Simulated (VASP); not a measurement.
# Br (Immm) in VASP: notebook

The runs below take Br through single point, with r2SCAN.

All numbers are computed with VASP 6.6.1; they aren't measurements. Logs are shortened: lines on timing, memory, paths and dates and some standing lists are left out, and cuts for length are marked.

## Step 1: The structure

It takes space group Immm (No. 71, orthorhombic). Conventional cell: a = 2.574 Å, b = 3.440 Å, c = 7.156 Å, α = 90.00°, β = 90.00°, γ = 90.00°. Br (site symmetry mmm) is surrounded by 2 Br at 2.57 Å.

## Step 2: Single point, r2SCAN

Input file INCAR:

```
SYSTEM = Br
PREC = Accurate ; ENCUT = 550
EDIFF = 1E-6 ; ISMEAR = 0
SIGMA = 0.05 ; LREAL = .False.
LASPH = .True. ; NELM = 100
ALGO = Normal ; ISIF = 2
LWAVE = .False. ; LCHARG = .False.
METAGGA = R2SCAN ; LMIXTAU = .True.
NBANDS = 10 ; ADDGRID = .False.
```

Input file KPOINTS:

```
regular mesh
0
Gamma
  3 3 3
  0 0 0
```

Input file POSCAR:

```
Br
1.0
   -1.2867684050      1.7199972000      3.5779911600
    1.2867684050     -1.7199972000      3.5779911600
    1.2867684050      1.7199972000     -3.5779911600
Br
1
Direct
    0.0000000000      0.0000000000      0.0000000000
```

Potentials or basis: VASP PAW PBE potentials, release 64 (Br).

Launch:

```
> cat potpaw_PBE.64/Br/POTCAR > POTCAR
> mpirun -np 1 vasp_std > vasp.out
```

OUTCAR:

```text
SYSTEM = Br
   PREC = Accurate
   ENCUT = 550
   EDIFF = 1E-6
   ISMEAR = 0
   LREAL = .False.
   LASPH = .True.
   NELM = 100
   ISIF = 2
   METAGGA = R2SCAN

 Found      8 irreducible k-points:

 Following reciprocal coordinates:
            Coordinates               Weight
  0.000000  0.000000  0.000000      1.000000
  0.333333  0.000000  0.000000      4.000000
 -0.000000  0.333333  0.000000      4.000000
  0.333333  0.333333 -0.000000      8.000000
 -0.333333  0.333333  0.000000      4.000000
 -0.333333  0.333333  0.333333      2.000000
   k-points           NKPTS =      8   k-points in BZ     NKDIM =      8   number of bands    NBANDS=     10
   number of dos      NEDOS =    301   number of ions     NIONS =      1
   total plane-waves  NPLWV =  32768
   dimension x,y,z NGX =    32 NGY =   32 NGZ =   32
   dimension x,y,z NGXF=    64 NGYF=   64 NGZF=   64
   ions per type =               1
   NGX,Y,Z   is equivalent  to a cutoff of  12.75, 12.75, 12.75 a.u.
   NGXF,Y,Z  is equivalent  to a cutoff of  25.49, 25.49, 25.49 a.u.
 SYSTEM =  Br
   PREC   = accura    normal or accurate (medium, high low for compatibility)
   ISTART =      0    job   : 0-new  1-cont  2-samecut
   ICHARG =      2    charge: 1-file 2-atom 10-const
   ISPIN  =      1    spin polarized calculation?
   LNONCOLLINEAR =      F non collinear calculations
   LSORBIT =      F    spin-orbit coupling
   LASPH  =      T    aspherical Exc in radial PAW
   ENCUT  =  550.0 eV  40.42 Ry    6.36 a.u.   7.98  7.98  7.98*2*pi/ulx,y,z
   NELM   =    100;   NELMIN=  2; NELMDL= -5     # of ELM steps
   EDIFF  = 0.1E-05   stopping-criterion for ELM
   LREAL  =      F    real-space projection
   EDIFFG = 0.1E-04   stopping-criterion for IOM
   NSW    =      0    number of steps for IOM
   IBRION =     -1    ionic relax: 0-MD 1-quasi-New 2-CG
   NFREE  =      0    steps in history (QN), initial steepest desc. (CG)
   ISIF   =      2    stress and relaxation
   ISYM   =      2    0-nonsym 1-usesym 2-fastsym
   POTIM  = 0.5000    time-step for ionic-motion
   TEBEG  =    0.0;   TEEND  =   0.0 temperature during run
   PSTRESS=    0.0 pullay stress
   NELECT =       7.0000    total number of electrons
   NUPDOWN=      -1.0000    fix difference up-down
   EMIN   =  10.00;   EMAX   =-10.00  energy-range for DOS
   EFERMI =   0.00;   METHOD = LEGACY
   ISMEAR =     0;   SIGMA  =   0.05  broadening in eV -4-tet -1-fermi 0-gaus
   EFERMI_NEDOS =   21; number of points for ismear=-14 and -15
   IALGO  =     38    algorithm
   IMIX   =      4    mixing-type and parameters
     AMIX     =   0.40;   BMIX     =  1.00
     AMIX_MAG =   1.60;   BMIX_MAG =  1.00
  volume/ion in A,a.u.               =      31.68       213.76
  Fermi-wavevector in a.u.,A,eV,Ry     =   0.989764  1.870383 13.328717  0.979633
  Thomas-Fermi vector in A             =   2.121386
   LORBIT       =      0    0 simple, 1 ext, 2 COOP (PROOUT), +10 PAW based schemes
   METAGGA = R2SCAN    functional components
   LHFCALC =     F    Hartree Fock is set to
   AEXX    =    0.0000 exact exchange contribution
   IVDW    =     0    specifies the selected vdW correction
   LEPSILON=     F    determine dielectric tensor
   LRPA    =     F    only Hartree local field effects (RPA)
 non-spin polarized calculation
 Gauss-broadening in eV      SIGMA  =   0.05
  energy-cutoff  :      550.00
  volume of cell :       31.68
 maximum number of plane-waves:       943
   NGX = 15   NGY = 15   NGZ = 15

 number of electron       6.9999999 magnetization

 Free energy of the ion-electron system (eV)
  ---------------------------------------------------
  ext. energy  EPLUGINS =         0.00000000
  ---------------------------------------------------
  free energy    TOTEN  =       -13.66915671 eV

  energy without entropy =      -13.66738252  energy(sigma->0) =      -13.66826962

 E-fermi :  -0.1630     XC(G=0):  -8.6526

 val. band max:       -0.1861931114   @ k =  -0.3333   0.3333   0.3333
 cond. band min:      -0.0650361512   @ k =  -0.0000   0.3333   0.0000
 fundamental gap:      0.1211569602
 Fermi energy:        -0.1629665312

 k-point     1 :       0.0000    0.0000    0.0000
  band No.  band energies     occupation
      1     -16.5523      2.00000
      2      -2.1380      2.00000
      3      -1.4513      2.00000
      4       4.1535      0.00000
      5       5.8429      0.00000
      6       9.7519      0.00000
      7      12.6164      0.00000
      8      13.7156      0.00000
      9      15.1577      0.00000
     10      20.9589      0.00000

 k-point     2 :       0.3333    0.0000    0.0000
  band No.  band energies     occupation
      1     -16.1856      2.00000
      2      -3.9028      2.00000
      3      -2.4012      2.00000
      4       4.2742      0.00000
      5       7.2845      0.00000
      6      10.8688      0.00000
      7      13.9189      0.00000
      8      14.3783      0.00000
      9      19.9263      0.00000
     10      21.1095      0.00000

 k-point     3 :      -0.0000    0.3333    0.0000
  band No.  band energies     occupation
      1     -14.5546      2.00000
      2      -4.0489      2.00000
      3      -1.1326      2.00000
      4      -0.0650      0.00561
      5       8.6415      0.00000
      6      10.7978      0.00000
      7      12.3120      0.00000
      8      13.9116      0.00000
      9      15.6779      0.00000
     10      18.0718      0.00000

 k-point     4 :       0.3333    0.3333   -0.0000
  band No.  band energies     occupation
      1     -14.2051      2.00000
      2      -3.8310      2.00000
      3      -2.2174      2.00000
      4      -1.2411      2.00000
      5       9.5206      0.00000
      6       9.8941      0.00000
      7      12.4083      0.00000
      8      15.9301      0.00000
      9      16.9763      0.00000
     10      19.2906      0.00000

 k-point     5 :      -0.3333    0.3333    0.0000
  band No.  band energies     occupation
      1     -14.2716      2.00000
      2      -3.7694      2.00000
      3      -2.0827      2.00000
      4      -0.7745      2.00000
      5       9.0333      0.00000
      6      10.3390      0.00000
      7      11.7801      0.00000
      8      12.0325      0.00000
      9      16.8272      0.00000
     10      20.1593      0.00000

 k-point     6 :      -0.3333    0.3333    0.3333
  band No.  band energies     occupation
      1     -14.4311      2.00000
      2      -4.1527      2.00000
      3      -2.1149      2.00000
      4      -0.1862      1.48878
      5      10.1410      0.00000
      6      10.5622      0.00000
      7      14.0647      0.00000
      8      15.5918      0.00000
      9      17.7000      0.00000
     10      18.1479      0.00000

 [... further k-points ...]

------------------------ aborting loop because EDIFF is reached ----------------------------------------

  FORCE on cell =-STRESS in cart. coord.  units (eV):
  Direction    XX          YY          ZZ          XY          YZ          ZX
  --------------------------------------------------------------------------------------
  -------------------------------------------------------------------------------------
  Total       -0.6952700     -0.9553856      0.0094135      0.0000000      0.0000000      0.0000000
  in kB      -35.1671096    -48.3238919      0.4761408      0.0000000      0.0000000      0.0000000
  external PRESSURE =     -27.6716202 kB  Pullay stress =       0.0000000 kB

 VOLUME and BASIS-vectors are now :
 -----------------------------------------------------------------------------
  energy-cutoff  :      550.00
  volume of cell :       31.68
      direct lattice vectors                 reciprocal lattice vectors
    -1.286768405  1.719997200  3.577991160     0.000000000  0.290698148  0.139743218
     1.286768405 -1.719997200  3.577991160     0.388570312  0.000000000  0.139743218
     1.286768405  1.719997200 -3.577991160     0.388570312  0.290698148  0.000000000

 POSITION                                       TOTAL-FORCE (eV/Angst)
 -----------------------------------------------------------------------------------
      0.00000      0.00000      0.00000         0.000000     -0.000000     -0.000000
 -----------------------------------------------------------------------------------
    total drift:                                0.000000     -0.000000      0.000000

  FREE ENERGIE OF THE ION-ELECTRON SYSTEM (eV)
  ---------------------------------------------------
  free  energy   TOTEN  =       -13.6691567089 eV

  energy  without entropy=      -13.6673825246  energy(sigma->0) =      -13.66826962
```

stdout:

```text
POSCAR found type information on POSCAR Br
 POSCAR found :  1 types and       1 ions
 scaLAPACK will be used
 -----------------------------------------------------------------------------
|                                                                             |
|                                                                             |
|     You enforced a specific xc type in the INCAR file but a different       |
|     I HOPE YOU KNOW WHAT YOU ARE DOING!                                     |
|                                                                             |
 -----------------------------------------------------------------------------

 LDA part: xc-table for (None), standard interpolation
 POSCAR, INCAR and KPOINTS ok, starting setup
 FFT: planning ... GRIDC
 FFT: planning ... GRID_SOFT
 FFT: planning ... GRID
 WAVECAR not read
 entering main loop
```

Wall time 16 s (1 thread of Intel Xeon Platinum 8375C at 2.90GHz (Ice Lake), shared host); peak memory 0.18 GiB.

These settings aren't checked as converged: the numbers below hold their error.

Results:

```yaml
Free_energy: -13.6692 eV
Pressure: -2.8 GPa
Band_gap_on_the_k_mesh: none (metal or under the smearing width)
```

Caveat: the k mesh is coarse (spacing up to 1.02 Å⁻¹), so the values aren't converged; the PAW data sets were made with another functional, which shifts forces and pressure a little; an odd number of electrons without spin polarisation forces a metal; a magnetic or distorted state may lie lower.

## Step 3: Single point, r2SCAN

Changes to INCAR since step 2:

```diff
@@ -1,3 +1,3 @@
 SYSTEM = Br
-PREC = Accurate ; ENCUT = 550
+PREC = Accurate ; ENCUT = 350
 EDIFF = 1E-6 ; ISMEAR = 0
```

Input file KPOINTS:

```
regular mesh
0
Gamma
  4 4 4
  0 0 0
```

POSCAR is that of step 2.

Potentials or basis: VASP PAW PBE potentials, release 64 (Br).

Launch:

```
> cat potpaw_PBE.64/Br/POTCAR > POTCAR
> mpirun -np 1 vasp_std > vasp.out
```

Run time: 28 s. Hardware: 1 thread of Intel Xeon Platinum 8375C at 2.90GHz (Ice Lake), shared host; peak memory 0.15 GiB.

The run converged, but some of its settings lie outside the range that counts as converged, so its numbers aren't taken as properties of the crystal.

What came out:

* Free energy: -13.0197 eV
* Pressure: 2.4 GPa
* Band gap on the k mesh: none (metal or under the smearing width)

Caveat: the k mesh is coarse (spacing up to 0.76 Å⁻¹), so the values aren't converged; the PAW data sets were made with another functional, which shifts forces and pressure a little; an odd number of electrons without spin polarisation forces a metal; a magnetic or distorted state may lie lower.

## Step 4: Single point, r2SCAN

Changes to INCAR since step 3:

```diff
@@ -1,3 +1,3 @@
 SYSTEM = Br
-PREC = Accurate ; ENCUT = 350
+PREC = Accurate ; ENCUT = 250
 EDIFF = 1E-6 ; ISMEAR = 0
```

Input file KPOINTS:

```
regular mesh
0
Gamma
  5 5 5
  0 0 0
```

POSCAR is that of step 3.

Potentials or basis: VASP PAW PBE potentials, release 64 (Br).

Launch:

```
> cat potpaw_PBE.64/Br/POTCAR > POTCAR
> mpirun -np 1 vasp_std > vasp.out
```

OUTCAR:

```text
SYSTEM = Br
   PREC = Accurate
   ENCUT = 250
   EDIFF = 1E-6
   ISMEAR = 0
   LREAL = .False.
   LASPH = .True.
   NELM = 100
   ISIF = 2
   METAGGA = R2SCAN

 Found     27 irreducible k-points:

 Following reciprocal coordinates:
            Coordinates               Weight
  0.000000  0.000000  0.000000      1.000000
  0.200000  0.000000 -0.000000      4.000000
  0.400000 -0.000000  0.000000      4.000000
  0.000000  0.200000  0.000000      4.000000
  0.200000  0.200000  0.000000      8.000000
  0.400000  0.200000  0.000000      8.000000
   k-points           NKPTS =     27   k-points in BZ     NKDIM =     27   number of bands    NBANDS=     10
   number of dos      NEDOS =    301   number of ions     NIONS =      1
   total plane-waves  NPLWV =  13824
   dimension x,y,z NGX =    24 NGY =   24 NGZ =   24
   dimension x,y,z NGXF=    48 NGYF=   48 NGZF=   48
   ions per type =               1
   NGX,Y,Z   is equivalent  to a cutoff of   9.56,  9.56,  9.56 a.u.
   NGXF,Y,Z  is equivalent  to a cutoff of  19.12, 19.12, 19.12 a.u.
 SYSTEM =  Br
   PREC   = accura    normal or accurate (medium, high low for compatibility)
   ISTART =      0    job   : 0-new  1-cont  2-samecut
   ICHARG =      2    charge: 1-file 2-atom 10-const
   ISPIN  =      1    spin polarized calculation?
   LNONCOLLINEAR =      F non collinear calculations
   LSORBIT =      F    spin-orbit coupling
   LASPH  =      T    aspherical Exc in radial PAW
   ENCUT  =  250.0 eV  18.37 Ry    4.29 a.u.   5.38  5.38  5.38*2*pi/ulx,y,z
[... 65 lines left out ...]
      6       9.8595      0.00000
      7      12.6400      0.00000
      8      13.6613      0.00000
      9      15.2150      0.00000
     10      20.8957      0.00000
[... 53 lines left out ...]
 k-point     6 :       0.4000    0.2000    0.0000
  band No.  band energies     occupation
      1     -15.3684      2.00000
      2      -3.5056      2.00000
      3      -2.0202      2.00000
      4      -0.2544      0.00008
      5       8.1795      0.00000
      6      12.2208      0.00000
      7      14.3129      0.00000
      8      16.0360      0.00000
      9      17.5554      0.00000
     10      18.5927      0.00000

 [... further k-points ...]

------------------------ aborting loop because EDIFF is reached ----------------------------------------

  FORCE on cell =-STRESS in cart. coord.  units (eV):
  Direction    XX          YY          ZZ          XY          YZ          ZX
  --------------------------------------------------------------------------------------
  -------------------------------------------------------------------------------------
  Total        1.0765441     -0.1357434     -0.0831564      0.0000000      0.0000000      0.0000000
  in kB       54.4521497     -6.8659717     -4.2060932      0.0000000      0.0000000      0.0000000
  external PRESSURE =      14.4600283 kB  Pullay stress =       0.0000000 kB

 VOLUME and BASIS-vectors are now :
 -----------------------------------------------------------------------------
  energy-cutoff  :      250.00
  volume of cell :       31.68
      direct lattice vectors                 reciprocal lattice vectors
    -1.286768405  1.719997200  3.577991160     0.000000000  0.290698148  0.139743218
     1.286768405 -1.719997200  3.577991160     0.388570312  0.000000000  0.139743218
     1.286768405  1.719997200 -3.577991160     0.388570312  0.290698148  0.000000000

 POSITION                                       TOTAL-FORCE (eV/Angst)
 -----------------------------------------------------------------------------------
      0.00000      0.00000      0.00000        -0.000000      0.000000     -0.000000
 -----------------------------------------------------------------------------------
    total drift:                                0.000000      0.000000     -0.000000

  FREE ENERGIE OF THE ION-ELECTRON SYSTEM (eV)
  ---------------------------------------------------
  free  energy   TOTEN  =       -12.7607059102 eV

  energy  without entropy=      -12.7574833254  energy(sigma->0) =      -12.75909462
```

It took 22 s on 1 thread of Intel Xeon Platinum 8375C at 2.90GHz (Ice Lake), shared host; peak memory 0.13 GiB.

The run converged, but some of its settings lie outside the range that counts as converged, so its numbers aren't taken as properties of the crystal.

Results:

- Free energy: -12.7607 eV
- Pressure: 1.4 GPa
- Band gap on the k mesh: none (metal or under the smearing width)

Caveat: the k mesh is coarse (spacing up to 0.61 Å⁻¹), so the values aren't converged; the cutoff is under 1.25 times the usual one of these potentials, so pressure, stress and relaxed cells hold a basis-set (Pulay) error; the PAW data sets were made with another functional, which shifts forces and pressure a little; an odd number of electrons without spin polarisation forces a metal; a magnetic or distorted state may lie lower.

## Step 5: Single point, r2SCAN

Changes to INCAR since step 4:

```diff
@@ -1,3 +1,3 @@
 SYSTEM = Br
-PREC = Accurate ; ENCUT = 250
+PREC = Accurate ; ENCUT = 700
 EDIFF = 1E-6 ; ISMEAR = 0
```

Input file KPOINTS:

```
regular mesh
0
Gamma
  3 3 3
  0 0 0
```

POSCAR is that of step 4.

Launch:

```
> cat potpaw_PBE.64/Br/POTCAR > POTCAR
> mpirun -np 1 vasp_std > vasp.out
```

Run time: 23 s. Hardware: 1 thread of Intel Xeon Platinum 8375C at 2.90GHz (Ice Lake), shared host; peak memory 0.2 GiB.

These settings aren't checked as converged: the numbers below hold their error.

What came out:

- Free energy: -13.6702 eV
- Pressure: -2.8 GPa
- Band gap on the k mesh: none (metal or under the smearing width)

Caveat: the k mesh is coarse (spacing up to 1.02 Å⁻¹), so the values aren't converged; the PAW data sets were made with another functional, which shifts forces and pressure a little; an odd number of electrons without spin polarisation forces a metal; a magnetic or distorted state may lie lower.

## Step 6: The reference run

An earlier run on the cell as given: functional PBE; potentials or basis VASP PAW PBE potentials, release 64 (Br); cutoff 520 eV; k mesh 13 × 13 × 13; occupations fermi-dirac, width 0.05 eV; no spin polarisation.

* Pressure: 1.1 GPa
* Band gap on the k mesh: none (metal or under the smearing width)
